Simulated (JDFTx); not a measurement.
Crystal: CO2.

```
CELL_PARAMETERS angstrom
-1.97473 1.97473 3.01406
1.97473 -1.97473 3.01406
1.97473 1.97473 -3.01406
ATOMIC_POSITIONS crystal
O 0.87500 0.95980 0.58480
O 0.37500 0.29020 0.41520
O 0.04020 0.62500 0.91520
O 0.70980 0.12500 0.08480
C 0.00000 0.00000 0.00000
C 0.75000 0.25000 0.50000
```

The cell comes from a database or a generator and needn't be the stable form of this composition.

| Quantity | Value |
| --- | --- |
| Program | JDFTx 1.7.0 (patched build) |
| Task | single point |
| Functional | PBEsol |
| Potentials or basis | PseudoDojo-SR-PBEsol-0.4.1-standard with smoothed tails |
| Cutoff | 1143 eV |
| Density cutoff | 9143 eV |
| k mesh | 9 × 9 × 9 |
| Occupations | fermi-dirac, width 0.05 eV |
| Spin | no spin polarisation |

On this cell: pressure -6.7 GPa; largest force 0.220 eV/Å; band gap on the k mesh 7.58 eV, indirect (least direct gap 8.06 eV).

The same run follows on a disturbed copy (atoms moved at random, drawn with an rms of 0.05 Å):

```
O C
1.0
    -1.97473    1.97473    3.01406
     1.97473   -1.97473    3.01406
     1.97473    1.97473   -3.01406
O C
4 2
Direct
  0.88054 0.97488 0.58712
  0.37704 0.29369 0.41978
  0.04505 0.62253 0.91223
  0.69713 0.12298 0.09225
  0.01305 0.00567 0.00484
  0.73942 0.25409 0.49068
```

Q: What changes?

A: The energy moves by +42.3 meV/atom; pressure -4.3 GPa; largest force 3.231 eV/Å; band gap on the k mesh 7.19 eV, indirect (least direct gap 7.46 eV).

Forces in eV/Å, atoms in the order of the input:
```
O    0.254  1.433 -1.776
O    0.419 -0.743 -0.686
O    1.427 -0.903  0.962
O   -2.212 -0.561  2.287
C   -0.116 -0.889 -0.975
C    0.228  1.663  0.189
```

Stress tensor (GPa, compression positive):
```
-3.61  2.54  0.42
 2.54 -3.64 -0.47
 0.42 -0.47 -5.72
```

Caveats: the empty levels aren't tightly converged; an odd mesh through Γ misses points on the zone boundary, where band edges often lie.
